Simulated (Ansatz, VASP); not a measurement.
## BiTe in VASP and in Ansatz

```
CELL_PARAMETERS angstrom
2.42271 1.39875 3.31729
-2.42271 1.39875 3.31729
0.00000 -2.79750 3.31729
ATOMIC_POSITIONS crystal
Bi 0.50000 0.50000 0.50000
Te 0.00000 0.00000 0.00000
```

The cell comes from a database or a generator and needn't be the stable form of this composition.

Alike in both runs: task relaxation of cell and atoms; functional RPBE; k mesh 7 × 7 × 7; occupations fermi-dirac, width 0.05 eV; no spin polarisation.

```csv
,VASP,Ansatz
version,VASP 6.6.1,Ansatz 0.2.0
potentials or method,"VASP PAW PBE potentials, release 64 (Bi_d, Te)",Ansatz PAW
plane-wave cutoff (eV),600,420
valence electrons in the cell,21,31
```

VASP gave:

| Quantity | Value |
| --- | --- |
| gap on the k mesh at the Fermi level, each at its own relaxed structure (eV) | none |
| relaxed volume (Å³/atom) | 34.87 |
| relaxed cell length with the largest relative difference (Å) | 4.404 |
| energy change over the relaxation (meV/atom) | -5 |

Task: Estimate Ansatz's values.

Result: gap on the k mesh at the Fermi level, each at its own relaxed structure (eV): none; relaxed volume (Å³/atom): 34.90; relaxed cell length with the largest relative difference (Å): 4.406; energy change over the relaxation (meV/atom): -5.

A gap of «none» marks a metal or a gap that the smearing closes. The two sets of potentials don't hold the same shells in valence.

Caveats: spin-orbit coupling is left out, which moves the levels of the heavy elements; the PAW data sets were made with another functional, which shifts forces and pressure a little (VASP); the plane-wave basis is chosen anew once the cell has moved, so the energies of steps on either side of that aren't comparable (Ansatz); the PAW data sets come from PBE, with cores solved anew for the run's functional, which leaves a small shift of forces and pressure (Ansatz).
